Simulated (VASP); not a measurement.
# Pb (C2/m) in VASP: further runs

One crystal, Pb, is run at these levels: LDA; tasks: single point.

All numbers are computed with VASP 6.6.1; they aren't measurements. Logs are shortened: lines on timing, memory, paths and dates and some standing lists are left out, and cuts for length are marked.

## (1) The structure

The structure is monoclinic, space group C2/m (No. 12). The conventional cell has a = 6.077 Å, b = 3.501 Å, c = 6.452 Å, α = 90.00°, β = 109.14°, γ = 90.00°. Pb (site symmetry m) has 10 Pb at 3.34 to 3.51 Å as nearest neighbours.

This isn't the form of Pb at room conditions, which is fcc.

## (2) Single point, LDA

Input file INCAR:

```
SYSTEM = Pb
ADDGRID = .False. ; ALGO = Normal
EDIFF = 0.001 ; ENCUT = 460
GGA = CA ; ISIF = 2
ISMEAR = 1 ; LASPH = .True.
LCHARG = .False. ; LREAL = .False.
LWAVE = .False. ; NELM = 100
PREC = Accurate ; SIGMA = 0.2
```

Input file KPOINTS:

```
k-points
0
Gamma
  14 14 7
  0 0 0
```

Input file POSCAR:

```
Pb
1.0
    3.0386068135     -1.7503199600      0.0000000000
    3.0386068135      1.7503199600      0.0000000000
   -2.1154626375      0.0000000000      6.0952248674
Pb
2
Direct
    0.9085084100      0.9085084100      0.7262922000
    0.0914915900      0.0914915900      0.2737078000
```

Potentials or basis: VASP PAW LDA potentials, release 64 (Pb_d).

On the command line:

```
$ cat potpaw_LDA.64/Pb_d/POTCAR > POTCAR
$ mpirun -np 1 vasp_std > vasp.out
```

OUTCAR:

```text
SYSTEM = Pb
   EDIFF = 0.001
   ENCUT = 460
   GGA = CA
   ISIF = 2
   ISMEAR = 1
   LASPH = .True.
   LREAL = .False.
   NELM = 100
   PREC = Accurate

 Found    372 irreducible k-points:

 Following reciprocal coordinates:
            Coordinates               Weight
  0.000000  0.000000  0.000000      1.000000
  0.071429 -0.000000 -0.000000      4.000000
  0.142857  0.000000 -0.000000      4.000000
  0.214286  0.000000 -0.000000      4.000000
  0.285714  0.000000  0.000000      4.000000
  0.357143  0.000000 -0.000000      4.000000
   k-points           NKPTS =    372   k-points in BZ     NKDIM =    372   number of bands    NBANDS=     18
   number of dos      NEDOS =    301   number of ions     NIONS =      2
   total plane-waves  NPLWV =  37632
   dimension x,y,z NGX =    28 NGY =   28 NGZ =   48
   dimension x,y,z NGXF=    56 NGYF=   56 NGZF=   96
   ions per type =               2
   NGX,Y,Z   is equivalent  to a cutoff of  13.27, 13.27, 12.37 a.u.
   NGXF,Y,Z  is equivalent  to a cutoff of  26.55, 26.55, 24.74 a.u.
 SYSTEM =  Pb
   PREC   = accura    normal or accurate (medium, high low for compatibility)
   ISTART =      0    job   : 0-new  1-cont  2-samecut
   ICHARG =      2    charge: 1-file 2-atom 10-const
   ISPIN  =      1    spin polarized calculation?
   LNONCOLLINEAR =      F non collinear calculations
   LSORBIT =      F    spin-orbit coupling
   LASPH  =      T    aspherical Exc in radial PAW
   ENCUT  =  460.0 eV  33.81 Ry    5.81 a.u.   6.13  6.13 11.28*2*pi/ulx,y,z
   NELM   =    100;   NELMIN=  2; NELMDL= -5     # of ELM steps
   EDIFF  = 0.1E-02   stopping-criterion for ELM
   LREAL  =      F    real-space projection
   EDIFFG = 0.1E-01   stopping-criterion for IOM
   NSW    =      0    number of steps for IOM
   IBRION =     -1    ionic relax: 0-MD 1-quasi-New 2-CG
   NFREE  =      0    steps in history (QN), initial steepest desc. (CG)
   ISIF   =      2    stress and relaxation
   ISYM   =      2    0-nonsym 1-usesym 2-fastsym
   POTIM  = 0.5000    time-step for ionic-motion
   TEBEG  =    0.0;   TEEND  =   0.0 temperature during run
   PSTRESS=    0.0 pullay stress
   NELECT =      28.0000    total number of electrons
   NUPDOWN=      -1.0000    fix difference up-down
   EMIN   =  10.00;   EMAX   =-10.00  energy-range for DOS
   EFERMI =   0.00;   METHOD = LEGACY
   ISMEAR =     1;   SIGMA  =   0.20  broadening in eV -4-tet -1-fermi 0-gaus
   EFERMI_NEDOS =   21; number of points for ismear=-14 and -15
   IALGO  =     38    algorithm
   IMIX   =      4    mixing-type and parameters
     AMIX     =   0.40;   BMIX     =  1.00
     AMIX_MAG =   1.60;   BMIX_MAG =  1.00
  volume/ion in A,a.u.               =      32.42       218.77
  Fermi-wavevector in a.u.,A,eV,Ry     =   1.237438  2.338420 20.833975  1.531254
  Thomas-Fermi vector in A             =   2.372006
   LORBIT       =      0    0 simple, 1 ext, 2 COOP (PROOUT), +10 PAW based schemes
   GGA     = CA    functional components
   LHFCALC =     F    Hartree Fock is set to
   AEXX    =    0.0000 exact exchange contribution
   IVDW    =     0    specifies the selected vdW correction
   LEPSILON=     F    determine dielectric tensor
   LRPA    =     F    only Hartree local field effects (RPA)
 non-spin polarized calculation
 Methfessel and Paxton  Order N= 1 SIGMA  =   0.20
  energy-cutoff  :      460.00
  volume of cell :       64.84
 maximum number of plane-waves:      1472
 NGX is ok and might be reduce to    28
   NGX = 13   NGY = 13   NGZ = 23

 number of electron      27.9999996 magnetization

 Free energy of the ion-electron system (eV)
  ---------------------------------------------------
  ext. energy  EPLUGINS =         0.00000000
  ---------------------------------------------------
  free energy    TOTEN  =        -8.32437165 eV

  energy without entropy =       -8.32515299  energy(sigma->0) =       -8.32463210

 E-fermi :   6.2606     XC(G=0): -10.0934

 val. band max:        6.2565442641   @ k =  -0.4286   0.5000   0.4286
 cond. band min:       6.2622165749   @ k =   0.1429   0.0000   0.4286
 fundamental gap:      0.0056723108
 Fermi energy:         6.2606077661

 k-point     1 :       0.0000    0.0000    0.0000
  band No.  band energies     occupation
      1     -10.8223      2.00000
      2     -10.7126      2.00000
      3     -10.7118      2.00000
      4     -10.7090      2.00000
      5     -10.7087      2.00000
      6     -10.6853      2.00000
      7     -10.5687      2.00000
      8     -10.5590      2.00000
      9     -10.5236      2.00000
     10     -10.5147      2.00000
     11      -5.2484      2.00000
     12      -2.1756      2.00000
     13       2.2638      2.00000
     14      12.4006      0.00000
     15      12.5836      0.00000
     16      12.6359      0.00000
     17      12.6941      0.00000
     18      12.8077      0.00000

 k-point     2 :       0.0714   -0.0000   -0.0000
  band No.  band energies     occupation
      1     -10.8176      2.00000
      2     -10.7177      2.00000
      3     -10.7119      2.00000
      4     -10.7014      2.00000
      5     -10.6988      2.00000
      6     -10.6710      2.00000
      7     -10.5763      2.00000
      8     -10.5627      2.00000
      9     -10.5236      2.00000
     10     -10.5162      2.00000
     11      -5.1603      2.00000
     12      -2.1135      2.00000
     13       2.3731      2.00000
     14      11.2477      0.00000
     15      12.0257      0.00000
     16      12.1423      0.00000
     17      12.6710      0.00000
     18      12.7903      0.00000

 k-point     3 :       0.1429    0.0000   -0.0000
  band No.  band energies     occupation
      1     -10.8057      2.00000
      2     -10.7328      2.00000
      3     -10.7202      2.00000
      4     -10.6727      2.00000
      5     -10.6669      2.00000
      6     -10.6444      2.00000
      7     -10.5906      2.00000
      8     -10.5682      2.00000
      9     -10.5276      2.00000
     10     -10.5169      2.00000
     11      -4.8965      2.00000
     12      -1.9269      2.00000
     13       2.6927      2.00000
     14       9.3036     -0.00000
     15      10.6007      0.00000
     16      11.4206      0.00000
     17      12.4152      0.00000
     18      12.6651      0.00000

 k-point     4 :       0.2143    0.0000   -0.0000
  band No.  band energies     occupation
      1     -10.7950      2.00000
      2     -10.7500      2.00000
      3     -10.7315      2.00000
      4     -10.6605      2.00000
      5     -10.6398      2.00000
      6     -10.6216      2.00000
      7     -10.5646      2.00000
      8     -10.5588      2.00000
      9     -10.5347      2.00000
     10     -10.5151      2.00000
     11      -4.4601      2.00000
     12      -1.6185      2.00000
     13       3.1952      2.00000
     14       7.3446     -0.00000
     15       8.9890     -0.00000
     16      10.7115      0.00000
     17      11.8028      0.00000
     18      12.6121      0.00000

 k-point     5 :       0.2857    0.0000    0.0000
  band No.  band energies     occupation
      1     -10.7999      2.00000
      2     -10.7631      2.00000
      3     -10.7389      2.00000
      4     -10.6984      2.00000
      5     -10.6290      2.00000
      6     -10.5737      2.00000
      7     -10.5404      2.00000
      8     -10.5314      2.00000
      9     -10.5112      2.00000
     10     -10.5028      2.00000
     11      -3.8633      2.00000
     12      -1.2071      2.00000
     13       3.8128      2.00000
     14       5.5452      2.00001
     15       7.4779     -0.00000
     16      10.0981     -0.00000
     17      11.1823      0.00000
     18      12.3014      0.00000

 k-point     6 :       0.3571    0.0000   -0.0000
  band No.  band energies     occupation
      1     -10.8163      2.00000
      2     -10.7762      2.00000
      3     -10.7488      2.00000
      4     -10.7228      2.00000
      5     -10.6324      2.00000
      6     -10.5430      2.00000
      7     -10.5399      2.00000
      8     -10.4977      2.00000
      9     -10.4842      2.00000
     10     -10.4530      2.00000
     11      -3.1423      2.00000
     12      -0.7607      2.00000
     13       4.0201      2.00000
     14       4.3200      2.00000
     15       6.3781      0.17152
     16       9.6303     -0.00000
     17      10.6782      0.00000
     18      11.3517      0.00000

 [... further k-points ...]

------------------------ aborting loop because EDIFF is reached ----------------------------------------

  FORCE on cell =-STRESS in cart. coord.  units (eV):
  Direction    XX          YY          ZZ          XY          YZ          ZX
  --------------------------------------------------------------------------------------
  -------------------------------------------------------------------------------------
  Total       -1.4531270     -1.4811789     -1.0499978      0.0000000      0.0000000      0.0140906
  in kB      -35.9089297    -36.6021352    -25.9470086      0.0000000      0.0000000      0.3482005
  external PRESSURE =     -32.8193578 kB  Pullay stress =       0.0000000 kB

 VOLUME and BASIS-vectors are now :
 -----------------------------------------------------------------------------
  energy-cutoff  :      460.00
  volume of cell :       64.84
      direct lattice vectors                 reciprocal lattice vectors
     3.038606813 -1.750319960  0.000000000     0.164549095 -0.285662057  0.057109864
     3.038606813  1.750319960  0.000000000     0.164549095  0.285662057  0.057109864
    -2.115462637  0.000000000  6.095224867     0.000000000  0.000000000  0.164062856

 POSITION                                       TOTAL-FORCE (eV/Angst)
 -----------------------------------------------------------------------------------
      3.98476      0.00000      4.42691         0.016348      0.000000     -0.053442
     -0.02300      0.00000      1.66831        -0.016348      0.000000      0.053442
 -----------------------------------------------------------------------------------
    total drift:                                0.000000      0.000000     -0.000000

  FREE ENERGIE OF THE ION-ELECTRON SYSTEM (eV)
  ---------------------------------------------------
  free  energy   TOTEN  =        -8.3243716501 eV

  energy  without entropy=       -8.3251529877  energy(sigma->0) =       -8.32463210
```

Run time: 77 s. Hardware: 1 thread of Intel Xeon 6975P-C (Granite Rapids), shared host; peak memory 0.39 GiB.

These settings aren't checked as converged: the numbers below hold their error.

What came out:

* Free energy: -8.3244 eV
* Pressure: -3.3 GPa
* Largest force: 0.056 eV/Å
* Band gap on the k mesh: none (metal or under the smearing width)

(Continued in part 2 of 2.)
